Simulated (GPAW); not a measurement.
# Te2Mo (P6_3/mmc) in GPAW: convergence with empty bands an atom in the response

Aim: find how far empty bands an atom in the response must go before the results for Te2Mo settle, at PBE. This setting moves, with any that are tied to it; all else stays.

All numbers are computed with GPAW 26.7.0; they aren't measurements. Logs are shortened: lines on timing, memory, paths and dates and some standing lists are left out, and cuts for length are marked. The log counts tension as positive stress, the text compression.

## Step 1: Starting point

Symmetry: P6_3/mmc, No. 194, hexagonal system. The conventional cell has a = 3.518 Å, b = 3.518 Å, c = 13.974 Å, α = 90.00°, β = 90.00°, γ = 120.00°. Around Te (site symmetry 3m) lie 3 Mo at 2.72 Å. Around Mo (site symmetry -6m2) lie 6 Te at 2.72 Å.

## Step 2: With empty bands an atom in the response 2

File run.py:

```python
import numpy as np
from ase.dft.bandgap import bandgap
from ase.io import read, write
from gpaw import GPAW, PW
from gpaw.response.df import DielectricFunction

atoms = read('Te2Mo.cif')

calc = GPAW(mode=PW(500),
            xc='PBE',
            kpts={'size': (7, 7, 2), 'gamma': True},
            occupations={'name': 'fermi-dirac', 'width': 0.001},
            nbands=46,
            convergence={'density': 1e-06},
            maxiter=150,
            txt='gpaw.txt')
atoms.calc = calc
energy = atoms.get_potential_energy()
calc.write('gs.gpw')
write('result.traj', atoms)
print(f'Energy: {energy:.6f} eV')
print('Fermi level:', round(calc.get_fermi_level(), 4), 'eV')
print(f'Gap: {bandgap(calc)[0]:.4f} eV, direct: {bandgap(calc, direct=True)[0]:.4f} eV')

for size in [(7, 7, 2)]:
    name = 'x'.join(str(n) for n in size)
    dense = calc.fixed_density(kpts={'size': size, 'gamma': True},
                               nbands=44, convergence={'bands': 38, 'eigenstates': 1e-7},
                               update_fermi_level=True, txt=f'dense-{name}.txt')
    dense.write(f'{name}.gpw', mode='all')
    df = DielectricFunction(f'{name}.gpw', frequencies=np.array([0.0]), hilbert=False, eta=0.001,
                            ecut=80, nbands=38, intraband=False, txt=f'df-{name}.txt')
    for xc in ['RPA']:
        for direction in ['x', 'y', 'z', [0, 1, 1], [1, 0, 1], [1, 1, 0]]:
            e0, e = df.get_macroscopic_dielectric_constant(xc=xc, direction=direction)
            print(f'{name} {xc} {direction}: {e0:.4f} without, {e:.4f} with local fields')
```

File Te2Mo.cif:

```cif
data_Te2Mo
_cell_length_a 3.51820000
_cell_length_b 3.51820000
_cell_length_c 13.97360000
_cell_angle_alpha 90.00000000
_cell_angle_beta 90.00000000
_cell_angle_gamma 120.00000000
_space_group_name_H-M_alt 'P6_3/mmc'
_space_group_name_Hall '-P 6c 2c'
_space_group_IT_number 194
loop_
_space_group_symop_operation_xyz
'x,y,z'
'-x,-y,-z'
'x-y,x,z+1/2'
'-x+y,-x,-z+1/2'
'-y,x-y,z'
'y,-x+y,-z'
'-x,-y,z+1/2'
'x,y,-z+1/2'
'-x+y,-x,z'
'x-y,x,-z'
'y,-x+y,z+1/2'
'-y,x-y,-z+1/2'
'-y,-x,-z+1/2'
'y,x,z+1/2'
'-x,-x+y,-z'
'x,x-y,z'
'-x+y,y,-z+1/2'
'x-y,-y,z+1/2'
'y,x,-z'
'-y,-x,z'
'x,x-y,-z+1/2'
'-x,-x+y,z+1/2'
'x-y,-y,-z'
'-x+y,y,z'
loop_
_atom_site_label
_atom_site_type_symbol
_atom_site_symmetry_multiplicity
_atom_site_Wyckoff_symbol
_atom_site_fract_x
_atom_site_fract_y
_atom_site_fract_z
_atom_site_occupancy
Te1 Te 4 f 0.6666666667 0.3333333333 0.3790000000 1
Mo1 Mo 2 c 0.6666666667 0.3333333333 0.7500000000 1
```

Potentials or basis: GPAW PAW data sets (gpaw-data 1.2.1), pw.

The run is started by

```
$ OMP_NUM_THREADS=1 python run.py
```

Run time: 2.3 min. Hardware: 1 thread of Arm Neoverse V1, shared host; peak memory 0.5 GiB.

Results:

```yaml
Free_energy: -36.9853 eV
Band_gap_on_the_k_mesh: 0.83 eV, indirect (least direct gap 1.24 eV)
Electronic_dielectric_tensor_diagonal: 16.90, 16.90, 9.36
```

## Step 3: With empty bands an atom in the response 3

run.py, as its differences from that of step 2:

```diff
@@ -27,3 +27,3 @@
     dense = calc.fixed_density(kpts={'size': size, 'gamma': True},
-                               nbands=44, convergence={'bands': 38, 'eigenstates': 1e-7},
+                               nbands=50, convergence={'bands': 44, 'eigenstates': 1e-7},
                                update_fermi_level=True, txt=f'dense-{name}.txt')
@@ -31,3 +31,3 @@
     df = DielectricFunction(f'{name}.gpw', frequencies=np.array([0.0]), hilbert=False, eta=0.001,
-                            ecut=80, nbands=38, intraband=False, txt=f'df-{name}.txt')
+                            ecut=80, nbands=44, intraband=False, txt=f'df-{name}.txt')
     for xc in ['RPA']:
```

Te2Mo.cif is that of step 2.

Potentials or basis: GPAW PAW data sets (gpaw-data 1.2.1), pw.

The run is started by

```
$ OMP_NUM_THREADS=1 python run.py
```

Wall time 2.5 min (1 thread of Arm Neoverse V1, shared host); peak memory 0.51 GiB.

What came out:

* Free energy: -36.9853 eV
* Band gap on the k mesh: 0.83 eV, indirect (least direct gap 1.24 eV)
* Electronic dielectric tensor (diagonal): 17.50, 17.50, 9.83

## Step 4: With empty bands an atom in the response 5

run.py, as its differences from that of step 3:

```diff
@@ -27,3 +27,3 @@
     dense = calc.fixed_density(kpts={'size': size, 'gamma': True},
-                               nbands=50, convergence={'bands': 44, 'eigenstates': 1e-7},
+                               nbands=62, convergence={'bands': 56, 'eigenstates': 1e-7},
                                update_fermi_level=True, txt=f'dense-{name}.txt')
@@ -31,3 +31,3 @@
     df = DielectricFunction(f'{name}.gpw', frequencies=np.array([0.0]), hilbert=False, eta=0.001,
-                            ecut=80, nbands=44, intraband=False, txt=f'df-{name}.txt')
+                            ecut=80, nbands=56, intraband=False, txt=f'df-{name}.txt')
     for xc in ['RPA']:
```

Te2Mo.cif is that of step 3.

The run is started by

```
$ OMP_NUM_THREADS=1 python run.py
```

Run time: 3.1 min. Hardware: 1 thread of Arm Neoverse V1, shared host; peak memory 0.53 GiB.

Results:

```yaml
Free_energy: -36.9853 eV
Band_gap_on_the_k_mesh: 0.83 eV, indirect (least direct gap 1.24 eV)
Electronic_dielectric_tensor_diagonal: 17.72, 17.72, 10.00
```

## Step 5: With empty bands an atom in the response 8

run.py, as its differences from that of step 4:

```diff
@@ -27,3 +27,3 @@
     dense = calc.fixed_density(kpts={'size': size, 'gamma': True},
-                               nbands=62, convergence={'bands': 56, 'eigenstates': 1e-7},
+                               nbands=80, convergence={'bands': 74, 'eigenstates': 1e-7},
                                update_fermi_level=True, txt=f'dense-{name}.txt')
@@ -31,3 +31,3 @@
     df = DielectricFunction(f'{name}.gpw', frequencies=np.array([0.0]), hilbert=False, eta=0.001,
-                            ecut=80, nbands=56, intraband=False, txt=f'df-{name}.txt')
+                            ecut=80, nbands=74, intraband=False, txt=f'df-{name}.txt')
     for xc in ['RPA']:
```

Te2Mo.cif is that of step 4.

The run is started by

```
$ OMP_NUM_THREADS=1 python run.py
```

Run time: 4.6 min. Hardware: 1 thread of Arm Neoverse V1, shared host; peak memory 0.57 GiB.

Results (log left out):

| Item | Value |
| --- | --- |
| Free energy | -36.9853 eV |
| Band gap on the k mesh | 0.83 eV, indirect (least direct gap 1.24 eV) |
| Electronic dielectric tensor (diagonal) | 17.81, 17.81, 10.05 |

## Step 6: With empty bands an atom in the response 12

run.py, as its differences from that of step 5:

```diff
@@ -27,3 +27,3 @@
     dense = calc.fixed_density(kpts={'size': size, 'gamma': True},
-                               nbands=80, convergence={'bands': 74, 'eigenstates': 1e-7},
+                               nbands=104, convergence={'bands': 98, 'eigenstates': 1e-7},
                                update_fermi_level=True, txt=f'dense-{name}.txt')
@@ -31,3 +31,3 @@
     df = DielectricFunction(f'{name}.gpw', frequencies=np.array([0.0]), hilbert=False, eta=0.001,
-                            ecut=80, nbands=74, intraband=False, txt=f'df-{name}.txt')
+                            ecut=80, nbands=98, intraband=False, txt=f'df-{name}.txt')
     for xc in ['RPA']:
```

Te2Mo.cif is that of step 5.

Potentials or basis: GPAW PAW data sets (gpaw-data 1.2.1), pw.

The run is started by

```
$ OMP_NUM_THREADS=1 python run.py
```

Wall time 9.3 min (1 thread of Arm Neoverse V1, shared host); peak memory 0.61 GiB.

Results (log left out):

| Item | Value |
| --- | --- |
| Free energy | -36.9853 eV |
| Band gap on the k mesh | 0.83 eV, indirect (least direct gap 1.24 eV) |
| Electronic dielectric tensor (diagonal) | 17.86, 17.86, 10.06 |

## Step 7: With empty bands an atom in the response 18

run.py, as its differences from that of step 6:

```diff
@@ -27,3 +27,3 @@
     dense = calc.fixed_density(kpts={'size': size, 'gamma': True},
-                               nbands=104, convergence={'bands': 98, 'eigenstates': 1e-7},
+                               nbands=140, convergence={'bands': 134, 'eigenstates': 1e-7},
                                update_fermi_level=True, txt=f'dense-{name}.txt')
@@ -31,3 +31,3 @@
     df = DielectricFunction(f'{name}.gpw', frequencies=np.array([0.0]), hilbert=False, eta=0.001,
-                            ecut=80, nbands=98, intraband=False, txt=f'df-{name}.txt')
+                            ecut=80, nbands=134, intraband=False, txt=f'df-{name}.txt')
     for xc in ['RPA']:
```

Te2Mo.cif is that of step 6.

The run is started by

```
$ OMP_NUM_THREADS=1 python run.py
```

Run time: 12 min. Hardware: 1 thread of Arm Neoverse V1, shared host; peak memory 0.68 GiB.

Results (log left out):

* Free energy: -36.9853 eV
* Band gap on the k mesh: 0.83 eV, indirect (least direct gap 1.24 eV)
* Electronic dielectric tensor (diagonal): 17.89, 17.89, 10.07

## Step 8: With empty bands an atom in the response 26

run.py, as its differences from that of step 7:

```diff
@@ -27,3 +27,3 @@
     dense = calc.fixed_density(kpts={'size': size, 'gamma': True},
-                               nbands=140, convergence={'bands': 134, 'eigenstates': 1e-7},
+                               nbands=188, convergence={'bands': 182, 'eigenstates': 1e-7},
                                update_fermi_level=True, txt=f'dense-{name}.txt')
@@ -31,3 +31,3 @@
     df = DielectricFunction(f'{name}.gpw', frequencies=np.array([0.0]), hilbert=False, eta=0.001,
-                            ecut=80, nbands=134, intraband=False, txt=f'df-{name}.txt')
+                            ecut=80, nbands=182, intraband=False, txt=f'df-{name}.txt')
     for xc in ['RPA']:
```

Te2Mo.cif is that of step 7.

Potentials or basis: GPAW PAW data sets (gpaw-data 1.2.1), pw.

The run is started by

```
$ OMP_NUM_THREADS=1 python run.py
```

gpaw.txt:

```text
__  _  _
 | _ |_)|_||  |
 |__||  | ||/\| - 26.7.0

Input parameters:
  mode=PW(ecut=500.0),
  convergence={'density': 1e-06},
  kpts=MonkhorstPack(size=(7, 7, 2), gamma=True),
  maxiter=150,
  nbands=46,
  occupations=Occupations(name='fermi-dirac', width=0.001),
  xc=XC(name='PBE')

Diagonalizing LCAO Hamiltonian
Converting LCAO to pw mode

        Te

           Mo

        Te

           Te

        Mo

           Te

Atoms  # Å, Bohr magnetons
|   | symbol |         x |        y |         z |    initial magnetic moments |
|---|--------|-----------|----------|-----------|-----------------------------|
| 0 |     Te |  1.759100 | 1.015617 |  5.295994 | ( 0.0000,  0.0000,  0.0000) |
| 1 |     Te | -0.000000 | 2.031234 |  8.677606 | ( 0.0000,  0.0000,  0.0000) |
| 2 |     Te |  0.000000 | 2.031234 | 12.282794 | ( 0.0000,  0.0000,  0.0000) |
| 3 |     Te |  1.759100 | 1.015617 |  1.690806 | ( 0.0000,  0.0000,  0.0000) |
| 4 |     Mo |  1.759100 | 1.015617 | 10.480200 | ( 0.0000,  0.0000,  0.0000) |
| 5 |     Mo | -0.000000 | 2.031234 |  3.493400 | ( 0.0000,  0.0000,  0.0000) |

Unit cell  # Å
| periodic |         x |        y |         z |   lengths |     angles |
|----------|-----------|----------|-----------|-----------|------------|
|      yes |  3.518200 | 0.000000 |  0.000000 |  3.518200 |  90.000000 |
|      yes | -1.759100 | 3.046851 |  0.000000 |  3.518200 |  90.000000 |
|      yes |  0.000000 | 0.000000 | 13.973600 | 13.973600 | 120.000000 |

Number of symmetries: 12
Symmetry operations  # r_c * U_cc + t_c -> r_c
|    | kind |            matrix            |
|----|------|------------------------------|
|  0 |  σ   |  1, 1, 0,  0,-1, 0,  0, 0, 1 |
|  1 |  S6  |  1, 1, 0, -1, 0, 0,  0, 0,-1 |
|  2 |  E   |  1, 0, 0,  0, 1, 0,  0, 0, 1 |
|  3 |  C2  |  1, 0, 0, -1,-1, 0,  0, 0,-1 |
|  4 |  C2  |  0, 1, 0,  1, 0, 0,  0, 0,-1 |
|  5 |  C3  |  0, 1, 0, -1,-1, 0,  0, 0, 1 |
|  6 |  S6  |  0,-1, 0,  1, 1, 0,  0, 0,-1 |
|  7 |  σ   |  0,-1, 0, -1, 0, 0,  0, 0, 1 |
|  8 |  σ   | -1, 0, 0,  1, 1, 0,  0, 0, 1 |
|  9 |  i   | -1, 0, 0,  0,-1, 0,  0, 0,-1 |
[... 101 lines left out ...]
eigensolver:
  PPCG
  Converge bands: occupied
  niter=2

density mixing:
  MSR1-Mixer
  Pratt-step length: 0.05
  Maximum mixing coefficient: 0.75
  Old densities: 10
  SVD Regularization: 0.005
  Good broyden scale: 1.0
  Trust region scale: 1.0
  Backstep threshold: 4.0
  History deletion threshold: 6.0
  Fourier metric: weight=20.0, sigma=0.015

occupation numbers:
  Fermi-Dirac:
    width: 0.0010  # eV

poisson solver:
  ecut: 4000.0  # eV

xc functional:
  name: PBE with 2 nearest neighbor stencil

convergence criteria:
- Maximum integral of absolute [dens]ity change: 1e-06 electrons / valence electron
- Maximum [total energy] change in last 3 cyles: 0.0005 eV / valence electron
- Maximum integral of absolute [eigenst]ate change: 4e-08 eV^2 / valence electron
maximum number of iterations: 150

SCF iterations
|iter     | |      energy | eigst |  dens |
|---------|-|-------------|-------|-------|
|iter:   1| |  -38.245172 | +0.44 |       |
|iter:   2| |  -38.047063 | -1.44 | -1.09 |
|iter:   3| |  -37.341151 | -1.46 | -1.12 |
|iter:   4| |  -37.041111 | -1.74 | -1.36 |
|iter:   5| |  -36.984915 | -2.50 | -1.77 |
|iter:   6| |  -37.024139 | -3.13 | -2.11 |
|iter:   7| |  -36.985192 | -3.54 | -2.07 |
|iter:   8| |  -36.985245 | -5.07 | -2.94 |
|iter:   9| |  -36.985259c| -5.91 | -3.33 |
|iter:  10| |  -36.985259c| -7.17 | -4.13 |
|iter:  11| |  -36.985259c| -7.90c| -4.91 |
|iter:  12| |  -36.985259c| -8.25c| -5.36 |
|iter:  13| |  -36.985259c| -8.76c| -5.97 |
|iter:  14| |  -36.985259c| -9.05c| -6.41c|

Converged in 14 steps
Energy contributions relative to reference atoms: (reference = -959430.878998)

Energy contributions:
  Kinetic:          18.890140
  Coulomb:         -25.528544
  Zero:             -0.155595
  External:          0.000000
  Xc:              -30.191260
  Entropy:          -0.000000
  Spinorbit:         0.000000
  ----------------------------
  Free energy:     -36.985259
  Extrapolated:    -36.985259

dipole moment: (-0.000099, -0.000172, -0.000789)  # |e|*Ang

Fermi level: 8.791
Eigenvalues  # (at kpt = [0.000, 0.000, 0.000])
| band index |      eig [eV] | occ [0-2] |
|------------|---------------|-----------|
|          0 |       -52.717 |     2.000 |
|        ... |               |           |
|         18 |         6.325 |     2.000 |
|         19 |         7.086 |     2.000 |
|         20 |         7.092 |     2.000 |
|         21 |         7.092 |     2.000 |
|         22 |         7.127 |     2.000 |
|         23 |         7.127 |     2.000 |
[... 8 lines left out ...]
|         32 |        11.512 |     0.000 |
|         33 |        11.512 |     0.000 |
|        ... |               |           |
|         45 |        19.180 |     0.000 |

Gap: 0.830 eV
Transition (v -> c):
  (s=0, k=0, n=25, [0.00, 0.00, 0.00]) -> (s=0, k=8, n=26, [0.43, -0.14, 0.00])
Direct/indirect transitions are different
Direct gap: 1.238 eV
Transition at: (s=0, k=12, n=25, [0.43, 0.29, 0.00])
# Writing to gs.gpw (mode='')
```

Wall time 18 min (1 thread of Arm Neoverse V1, shared host); peak memory 0.77 GiB.

What came out:

```
Free energy                             : -36.9853 eV
Band gap on the k mesh                  : 0.83 eV, indirect (least direct gap 1.24 eV)
Electronic dielectric tensor (diagonal) : 17.91, 17.91, 10.07
```

## Step 9: Summary

| empty bands an atom in the response | dielectric constant | SCF cycles | CPU time (s) | peak memory (GiB) |
| --- | --- | --- | --- | --- |
| 2 | 14.390 | 14 | 140 | 0.5 |
| 3 | 14.944 | 14 | 150 | 0.51 |
| 5 | 15.148 | 14 | 190 | 0.53 |
| 8 | 15.223 | 14 | 280 | 0.57 |
| 12 | 15.260 | 14 | 560 | 0.61 |
| 18 | 15.285 | 14 | 710 | 0.68 |
| 26 | 15.298 | 14 | 1100 | 0.77 |

Against the tightest run, the dielectric constant stays within 0.05 from 12 on. The tightest run that finished is the yardstick and may itself not be fully converged.

Caveats: the long-wavelength limit can be off by several per cent where d states take part; spin-orbit coupling is left out, which moves the levels of the heavy elements; an odd mesh through Γ misses points on the zone boundary, where band edges often lie.
